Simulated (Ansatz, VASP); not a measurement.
# C ((5,5) graphene nanotube) in two plane-wave programs

One calculation is typed for both programs; each brings its own data sets. How far apart do they land? The cell is taken from a series of runs on this material, whose earlier steps may have relaxed, scaled, displaced or heated it; both programs get it as it stands.

Program: Ansatz 0.2.0. Level of theory: plane waves, with VASP 6.6.1 beside it; single point at r2SCAN with D4. Results are calculated unless marked as measured.

## Step 1: Starting point

The cell holds 60 atoms: 60 C. Its edges and angles: a = 15.633 Å, b = 15.744 Å, c = 7.295 Å, α = 90.0°, β = 90.0°, γ = 90.0°. It derives from C (graphene). As first built, before any earlier steps moved the atoms (in the runner's words): graphene sheet (a = 2.46 A) rolled into an (5,5) tube of diameter 6.78 A, 3 periods; minimised with a classical potential (cell length normal to the plane free). Vacuum lies along a and b. The structure's axis is c.

## Step 2: VASP: single point, r2SCAN with D4

A single point gives forces, pressure and levels at one fixed geometry, so differences don't come from the geometry; what else differs is listed under the comparison.

Lines of VASP's logs that name or quote its potential files are left out, and so is its time.

INCAR

```
SYSTEM = C
PREC = Accurate
ENCUT = 580
EDIFF = 1E-06
NELM = 120
ISMEAR = 0
SIGMA = 0.025
LREAL = Auto
ALGO = Normal
METAGGA = R2SCAN
IVDW = 13
VDW_S6 = 1
VDW_S8 = 0.6018749
VDW_A1 = 0.51559235
VDW_A2 = 5.77342911
LASPH = .TRUE.
NBANDS = 168
LORBIT = 11
LWAVE = .FALSE.
LCHARG = .FALSE.
ISIF = 2
GGA_COMPAT = .FALSE.
EFERMI = MIDGAP
LMIXTAU = .TRUE.
KPAR = 2
```

POSCAR

```
C
1.0
   15.6331600000      0.0000000000      0.0000000000
    0.0000000000     15.7442000000      0.0000000000
    0.0000000000      0.0000000000      7.2952300000
C
60
Direct
    0.7113200000      0.5446200000      0.1724766667
    0.6973700000      0.5872300000      0.0058100000
    0.6445400000      0.6594200000      0.0058100000
    0.6080300000      0.6857500000      0.1724766667
    0.5225600000      0.7133300000      0.1724766667
    0.4774400000      0.7133300000      0.3391433333
    0.3919700000      0.6857500000      0.0058100000
    0.3554600000      0.6594200000      0.1724766667
    0.3026300000      0.5872300000      0.1724766667
    0.2886800000      0.5446200000      0.3391433333
    0.2886800000      0.4553800000      0.0058100000
    0.3026300000      0.4127700000      0.1724766667
    0.3554600000      0.3405800000      0.1724766667
    0.3919700000      0.3142500000      0.3391433333
    0.4774400000      0.2866700000      0.3391433333
    0.5225600000      0.2866700000      0.1724766667
    0.6080300000      0.3142500000      0.1724766667
    0.6445400000      0.3405800000      0.3391433333
    0.6973700000      0.4127700000      0.3391433333
    0.7113200000      0.4553800000      0.1724766667
    0.7113200000      0.5446200000      0.5058100000
    0.6973700000      0.5872300000      0.3391433333
    0.6445400000      0.6594200000      0.3391433333
    0.6080300000      0.6857500000      0.5058100000
    0.5225600000      0.7133300000      0.5058100000
    0.4774400000      0.7133300000      0.6724766667
    0.3919700000      0.6857500000      0.3391433333
    0.3554600000      0.6594200000      0.5058100000
    0.3026300000      0.5872300000      0.5058100000
    0.2886800000      0.5446200000      0.6724766667
    0.2886800000      0.4553800000      0.3391433333
    0.3026300000      0.4127700000      0.5058100000
    0.3554600000      0.3405800000      0.5058100000
    0.3919700000      0.3142500000      0.6724766667
    0.4774400000      0.2866700000      0.6724766667
    0.5225600000      0.2866700000      0.5058100000
    0.6080300000      0.3142500000      0.5058100000
    0.6445400000      0.3405800000      0.6724766667
    0.6973700000      0.4127700000      0.6724766667
    0.7113200000      0.4553800000      0.5058100000
    0.7113200000      0.5446200000      0.8391433333
    0.6973700000      0.5872300000      0.6724766667
    0.6445400000      0.6594200000      0.6724766667
    0.6080300000      0.6857500000      0.8391433333
    0.5225600000      0.7133300000      0.8391433333
    0.4774400000      0.7133300000      0.0058100000
    0.3919700000      0.6857500000      0.6724766667
    0.3554600000      0.6594200000      0.8391433333
    0.3026300000      0.5872300000      0.8391433333
    0.2886800000      0.5446200000      0.0058100000
    0.2886800000      0.4553800000      0.6724766667
    0.3026300000      0.4127700000      0.8391433333
    0.3554600000      0.3405800000      0.8391433333
    0.3919700000      0.3142500000      0.0058100000
    0.4774400000      0.2866700000      0.0058100000
    0.5225600000      0.2866700000      0.8391433333
    0.6080300000      0.3142500000      0.8391433333
    0.6445400000      0.3405800000      0.0058100000
    0.6973700000      0.4127700000      0.0058100000
    0.7113200000      0.4553800000      0.8391433333
```

KPOINTS

```
Automatic mesh
0
Gamma
1 1 2
0 0 0
```

The projector-augmented-wave data sets are C (PBE family, release 64).

Run with:

```
> mpirun -np 8 vasp_std
```

Numbers of over 12 decimals in the logs are rounded to 6 here.

Log:

```text
[banner, memory and clock lines left out]
running    8 mpi-ranks, on    1 nodes
[...]
|                                                                             |
|           W    W    AA    RRRRR   N    N  II  N    N   GGGG   !!!           |
|           W    W   A  A   R    R  NN   N  II  NN   N  G    G  !!!           |
|           W    W  A    A  R    R  N N  N  II  N N  N  G       !!!           |
|           W WW W  AAAAAA  RRRRR   N  N N  II  N  N N  G  GGG   !            |
|           WW  WW  A    A  R   R   N   NN  II  N   NN  G    G                |
|           W    W  A    A  R    R  N    N  II  N    N   GGGG   !!!           |
|                                                                             |
|     For optimal performance we recommend to set                             |
|       NCORE = 2 up to number-of-cores-per-socket                            |
|     NCORE specifies how many cores store one orbital (NPAR=cpu/NCORE).      |
|     This setting can greatly improve the performance of VASP for DFT.       |
[...]
|               ----> ADVICE to this user running VASP <----                  |
|                                                                             |
|     You enforced a specific xc type in the INCAR file but a different       |
|     [... a line on the potential file left out ...]
|     I HOPE YOU KNOW WHAT YOU ARE DOING!                                     |
|                                                                             |

 LDA part: xc-table for (None), standard interpolation
 POSCAR, INCAR and KPOINTS ok, starting setup
[...]
entering main loop
       N       E                     dE             d eps       ncg     rms          rms(c)
DAV:   1     0.205463722473E+04    0.20546E+04   -0.10351E+05   712   0.124E+03
DAV:   2    -0.331260020117E+03   -0.23859E+04   -0.22733E+04   992   0.291E+02
DAV:   3    -0.665940327446E+03   -0.33468E+03   -0.33229E+03   824   0.110E+02
DAV:   4    -0.675901251730E+03   -0.99609E+01   -0.99109E+01   864   0.229E+01
[...]
DAV:  37    -0.583617789955E+03   -0.12645E-04   -0.10547E-06   480   0.451E-03    0.938E-05
DAV:  38    -0.583617791307E+03   -0.13525E-05   -0.46458E-07   472   0.320E-03    0.195E-04
DAV:  39    -0.583617791200E+03    0.10725E-06   -0.32007E-07   464   0.260E-03
   1 F= -.58604245E+03 E0= -.58604245E+03  d E =-.122947E-46
```

OUTCAR, selected parts (step 2):

```text
  Edisp (eV):   -2.42466

  Total      21.18259    21.14843    54.37396     0.00000     0.00000     0.00000
  in kB      18.90093    18.87046    48.51714     0.00000     0.00000     0.00000
  external pressure =       28.76 kB  Pullay stress =        0.00 kB

 POSITION                                       TOTAL-FORCE (eV/Angst)
 -----------------------------------------------------------------------------------
     11.12018      8.57461      1.25826         0.304302     -0.347879     -0.000000
     10.90210      9.24547      0.04239         0.044479      0.458454      0.000000
     10.07620     10.38204      0.04239         0.448950     -0.101125      0.000000
      9.50543     10.79659      1.25826        -0.233356      0.397477     -0.000000
      8.16926     11.23081      1.25826         0.424998      0.181871      0.000000
      7.46390     11.23081      2.47413        -0.424998      0.181871     -0.000000
      6.12773     10.79659      0.04239         0.233356      0.397477     -0.000000
      5.55696     10.38204      1.25826        -0.448950     -0.101125      0.000000
      4.73106      9.24547      1.25826        -0.044479      0.458454      0.000000
      4.51298      8.57461      2.47413        -0.304302     -0.347879      0.000000
      4.51298      7.16959      0.04239        -0.304302      0.347879      0.000000
      4.73106      6.49873      1.25826        -0.044479     -0.458454     -0.000000
      5.55696      5.36216      1.25826        -0.448950      0.101125      0.000000
      6.12773      4.94761      2.47413         0.233356     -0.397477     -0.000000
[...]
-----------------------------------------------------------------------------------
    total drift:                                0.000002      0.000000     -0.000015

  FREE ENERGIE OF THE ION-ELECTRON SYSTEM (eV)
  ---------------------------------------------------
  free  energy   TOTEN  =      -586.0424537000 eV

  energy  without entropy=     -586.0424537000  energy(sigma->0) =     -586.04245370

[... 2 further parts left out ...]
```

## Step 3: Ansatz: single point, r2SCAN with D4

Ansatz runs on its default PAW (the set named soft_2) files.

The same cell, functional, mesh and smearing now go to Ansatz, which takes its cutoff from its data sets.

input.yaml

```yaml
crystal:
  lattice:
    - [15.63316, 0.0, 0.0]
    - [0.0, 15.7442, 0.0]
    - [0.0, 0.0, 7.29523]
  atoms:
    - { symbol: C, position: [0.71132, 0.54462, 0.17248] }
    - { symbol: C, position: [0.69737, 0.58723, 0.00581] }
    - { symbol: C, position: [0.64454, 0.65942, 0.00581] }
    - { symbol: C, position: [0.60803, 0.68575, 0.17248] }
    - { symbol: C, position: [0.52256, 0.71333, 0.17248] }
    - { symbol: C, position: [0.47744, 0.71333, 0.33914] }
    - { symbol: C, position: [0.39197, 0.68575, 0.00581] }
    - { symbol: C, position: [0.35546, 0.65942, 0.17248] }
    - { symbol: C, position: [0.30263, 0.58723, 0.17248] }
    - { symbol: C, position: [0.28868, 0.54462, 0.33914] }
    - { symbol: C, position: [0.28868, 0.45538, 0.00581] }
    - { symbol: C, position: [0.30263, 0.41277, 0.17248] }
    - { symbol: C, position: [0.35546, 0.34058, 0.17248] }
    - { symbol: C, position: [0.39197, 0.31425, 0.33914] }
    - { symbol: C, position: [0.47744, 0.28667, 0.33914] }
    - { symbol: C, position: [0.52256, 0.28667, 0.17248] }
    - { symbol: C, position: [0.60803, 0.31425, 0.17248] }
    - { symbol: C, position: [0.64454, 0.34058, 0.33914] }
    - { symbol: C, position: [0.69737, 0.41277, 0.33914] }
    - { symbol: C, position: [0.71132, 0.45538, 0.17248] }
    - { symbol: C, position: [0.71132, 0.54462, 0.50581] }
    - { symbol: C, position: [0.69737, 0.58723, 0.33914] }
    - { symbol: C, position: [0.64454, 0.65942, 0.33914] }
    - { symbol: C, position: [0.60803, 0.68575, 0.50581] }
    - { symbol: C, position: [0.52256, 0.71333, 0.50581] }
    - { symbol: C, position: [0.47744, 0.71333, 0.67248] }
    - { symbol: C, position: [0.39197, 0.68575, 0.33914] }
    - { symbol: C, position: [0.35546, 0.65942, 0.50581] }
    - { symbol: C, position: [0.30263, 0.58723, 0.50581] }
    - { symbol: C, position: [0.28868, 0.54462, 0.67248] }
    - { symbol: C, position: [0.28868, 0.45538, 0.33914] }
    - { symbol: C, position: [0.30263, 0.41277, 0.50581] }
    - { symbol: C, position: [0.35546, 0.34058, 0.50581] }
    - { symbol: C, position: [0.39197, 0.31425, 0.67248] }
    - { symbol: C, position: [0.47744, 0.28667, 0.67248] }
    - { symbol: C, position: [0.52256, 0.28667, 0.50581] }
    - { symbol: C, position: [0.60803, 0.31425, 0.50581] }
    - { symbol: C, position: [0.64454, 0.34058, 0.67248] }
    - { symbol: C, position: [0.69737, 0.41277, 0.67248] }
    - { symbol: C, position: [0.71132, 0.45538, 0.50581] }
    - { symbol: C, position: [0.71132, 0.54462, 0.83914] }
    - { symbol: C, position: [0.69737, 0.58723, 0.67248] }
    - { symbol: C, position: [0.64454, 0.65942, 0.67248] }
    - { symbol: C, position: [0.60803, 0.68575, 0.83914] }
    - { symbol: C, position: [0.52256, 0.71333, 0.83914] }
    - { symbol: C, position: [0.47744, 0.71333, 0.00581] }
    - { symbol: C, position: [0.39197, 0.68575, 0.67248] }
    - { symbol: C, position: [0.35546, 0.65942, 0.83914] }
    - { symbol: C, position: [0.30263, 0.58723, 0.83914] }
    - { symbol: C, position: [0.28868, 0.54462, 0.00581] }
    - { symbol: C, position: [0.28868, 0.45538, 0.67248] }
    - { symbol: C, position: [0.30263, 0.41277, 0.83914] }
    - { symbol: C, position: [0.35546, 0.34058, 0.83914] }
    - { symbol: C, position: [0.39197, 0.31425, 0.00581] }
    - { symbol: C, position: [0.47744, 0.28667, 0.00581] }
    - { symbol: C, position: [0.52256, 0.28667, 0.83914] }
    - { symbol: C, position: [0.60803, 0.31425, 0.83914] }
    - { symbol: C, position: [0.64454, 0.34058, 0.00581] }
    - { symbol: C, position: [0.69737, 0.41277, 0.00581] }
    - { symbol: C, position: [0.71132, 0.45538, 0.83914] }
kpoints:
  mp_grid: { grid: [1, 1, 2] }
hamiltonian:
  xc: r2scan
  dispersion: d4
scf:
  occupations: { method: gaussian, width: 0.025 }
output:
  forces: true
  populations: intrinsic
  dos:
    method: { smearing: { sigma: 0.15 } }
    de: 0.1
    projected: { site_lists: { C: [C] } }
  eigenvalues: true
  write_density: true
  write_potential: true
  volumetric_format: npy
```

Run with:

```
> ansatz run input.yaml --threads 8 --pin off --max-ram 15872MiB --backend cpu --events-out ev --progress --plain --runs-dir out
```

Log:

```text
Warning: the atoms were moved onto the symmetric positions of the space group found under crystal.symmetry.tolerance 1.0e-5 (fractional; no operation is sought that the atoms, as they stand in a round, miss by more than twice it, and no atom is moved by as much as it), and the run uses the moved positions. Before a round's move an operation carried an atom to 4.86e-5 Å from where it should land, the largest such dist [...]
Engine: ansatz 0.2.0, aarch64-unknown-linux-gnu
Pseudopotentials: kind: paw
Pseudopotential: C, paw, valence charge 4, recommended cutoff 500 eV (meta_gga), C.paw.azcp
Functional definition: r2SCAN
  parameter k0 = 0.174
  parameter k1 = 0.065
  parameter a1 = 4.9479
  exchange = r2scan_x(k0 = k0, k1 = k1, a1 = a1)
  correlation = r2scan_c
Crystal: 60 atoms, lattice volume = 1795.587 Å³
Basis set: ecut = 500 eV, 45631 PW (Γ), exchange–correlation on 480×480×216 points (64 copies of the dense FFT grid, shifted against one another)
Bands: 180, of which v1, the nominal top of the filled ones, is band 120 counted from 1 (119 counted from 0)
Symmetry: 24 space group operations
Space group: Pmma (ITA 51), of the structure as read, at distance tolerance 1.2e-4 Å
k-points: 2
Non-local potential: C, projectors of the file, l = 0: 2, l = 1: 2, l = 2: 1
PAW form: soft (Blöchl's): semilocal exchange-correlation on the pseudo side does not see the compensation charge
PAW frozen core: C, regenerated for the run's functional (the file was generated under x = pbe(κ = 0.804, μ = 0.219515), c = pbe(β = 0.066725))
[...]
E_xc         = -2843.426558
  E_vxc        = -3943.266238  (∫ρ·V_xc dr)
  E_paw        = -6057.645984  (= ΣΔE_a)
  E_vpaw       = -411.374655  (= ΣTr[D̂ρ^β])
  E_aug_tail   = 0.000328  (compensation charges beyond the density's cutoff)
  E_vtau       = 223.619688  (kinetic-family band-sum trace: ∫τ·v_τ [+ j·A + Jᵃ·Aᵃ] dr)
  E_ewald      = 25871.458147
  E_disp       = -2.426760  (pairwise vdW)
  E_core_change = -1.486424  (= ΣΔE_core)
  E_smearing   = -0.000000  (= −TS)
  E_closure    = 0.000000  (closes the sum)
  Σ components = -15089.767053   (vs F -15089.767053, Δ=0.00e0)
--- Forces (eV/Å), atoms counted from 1 ---
  atom   1  C      0.28350833    -0.35337043    -0.00000000
  atom   2  C      0.02333387     0.45149798    -0.00000000
  atom   3  C      0.43545388    -0.11864806     0.00000000
  atom   4  C     -0.24572306     0.37949270    -0.00000000
  atom   5  C      0.42417280     0.16092325    -0.00000000
  atom   6  C     -0.42417280     0.16092325    -0.00000000
  atom   7  C      0.24572306     0.37949270    -0.00000000
  atom   8  C     -0.43545388    -0.11864806     0.00000000
  atom   9  C     -0.02333387     0.45149798     0.00000000
  atom  10  C     -0.28350833    -0.35337043    -0.00000000
  atom  11  C     -0.28350833     0.35337043    -0.00000000
  atom  12  C     -0.02333387    -0.45149798     0.00000000
  atom  13  C     -0.43545388     0.11864806     0.00000000
  atom  14  C      0.24572306    -0.37949270     0.00000000
  atom  15  C     -0.42417280    -0.16092325     0.00000000
  atom  16  C      0.42417280    -0.16092325    -0.00000000
  atom  17  C     -0.24572306    -0.37949270     0.00000000
  atom  18  C      0.43545388     0.11864806     0.00000000
  atom  19  C      0.02333387    -0.45149798     0.00000000
  atom  20  C      0.28350833     0.35337043    -0.00000000
  atom  21  C      0.28350833    -0.35337043    -0.00000000
  atom  22  C      0.02333387     0.45149798     0.00000000
  atom  23  C      0.43545388    -0.11864806     0.00000000
  atom  24  C     -0.24572306     0.37949270    -0.00000000
[...]
atom  53  C     -0.43545388     0.11864806    -0.00000000
  atom  54  C      0.24572306    -0.37949270    -0.00000000
  atom  55  C     -0.42417280    -0.16092325     0.00000000
  atom  56  C      0.42417280    -0.16092325     0.00000000
  atom  57  C     -0.24572306    -0.37949270     0.00000000
  atom  58  C      0.43545388     0.11864806     0.00000000
  atom  59  C      0.02333387    -0.45149798     0.00000000
  atom  60  C      0.28350833     0.35337043    -0.00000000
  max |Σ_I F_I| component: 3.89e-16 eV/Å
--- Band table (eV) ---
  k-point 0: bands = [... 116 lower, -2.5174, -2.5174, -1.0879, -1.0879, -0.5774, -0.5774, 0.6456, 0.6456, ... 56 higher]
  k-point 1: bands = [... 116 lower, -3.5540, -3.5540, -2.3949, -2.3949, 0.5679, 0.5679, 0.6280, 0.6280, ... 56 higher]
--- intrinsic populations: 60 sites ---
  site symbol       q [e]
     0      C      4.0000
     1      C      4.0000
     2      C      4.0000
     3      C      4.0000
     4      C      4.0000
     5      C      4.0000
     6      C      4.0000
     7      C      4.0000
     8      C      4.0000
     9      C      4.0000
    10      C      4.0000
    11      C      4.0000
    12      C      4.0000
    13      C      4.0000
    14      C      4.0000
    15      C      4.0000
    16      C      4.0000
    17      C      4.0000
    18      C      4.0000
    19      C      4.0000
    20      C      4.0000
    21      C      4.0000
    22      C      4.0000
    23      C      4.0000
[...]
52      C      4.0000
    53      C      4.0000
    54      C      4.0000
    55      C      4.0000
    56      C      4.0000
    57      C      4.0000
    58      C      4.0000
    59      C      4.0000
  spilling = 0.000000 (of n_electrons = 240.000000)
```

## Step 4: Side by side

Known differences besides the potentials themselves: VASP keeps PBE cores, Ansatz makes them for the functional; the cutoff is 500 eV in Ansatz and 580 eV in VASP (PREC = Accurate, projectors in real space). Total energies have different zeros and are not compared.

Both answers:

```csv
quantity,Ansatz,VASP,difference
gap on the k mesh (eV),0.511,0.511,0.000
```

Forces on 10 of the 60 atoms, those with the largest forces and the largest differences (eV/Å; atoms numbered as in POSCAR):

```csv
atom,"Ansatz x, y, z","VASP x, y, z"
C2,"0.023, 0.452, 0.000","0.044, 0.458, 0.000"
C5,"0.424, 0.161, 0.000","0.425, 0.182, 0.000"
C6,"-0.424, 0.161, 0.000","-0.425, 0.182, 0.000"
C9,"-0.023, 0.452, 0.000","-0.044, 0.458, 0.000"
C12,"-0.023, -0.452, 0.000","-0.044, -0.458, 0.000"
C15,"-0.424, -0.161, 0.000","-0.425, -0.182, 0.000"
C16,"0.424, -0.161, 0.000","0.425, -0.182, 0.000"
C25,"0.424, 0.161, 0.000","0.425, 0.182, 0.000"
C26,"-0.424, 0.161, 0.000","-0.425, 0.182, 0.000"
C35,"-0.424, -0.161, 0.000","-0.425, -0.182, 0.000"
```

The forces differ by 13 meV/Å r.m.s., which is 4.7 % of the r.m.s. force of 0.266 eV/Å (both taken over all components). A gap on the mesh is an upper bound, since the band edges may lie between its points. With vacuum in the cell, a pressure given here is an average over mostly empty space and none of the material.

## Step 5: Outcome

| Quantity | Value |
| --- | --- |
| r.m.s. force difference (single point, r2SCAN with D4) | 4.7 % of the r.m.s. force |

What this shows: The r.m.s. force difference is 4.7 % of the r.m.s. force (single point, r2SCAN with D4), beyond the 3 % picked in this series as the mark of a large difference. What causes the difference of the single point, r2SCAN with D4 pair stays open here. How closely two codes agree says nothing of how well the functional describes the real material.

[Lines on the potential files, build, host, timing and source positions are cut from VASP's logs without a mark.]

[Logs are printed without paths, hosts, clocks, repeated set-up lines and the standing remarks that a program may print on its own settings, such as how far it seeks lower states.]

[Hosts, paths, dates, database ids (printed as entryN), source tags and the programs' standing remarks are cut or masked in the printed files.]
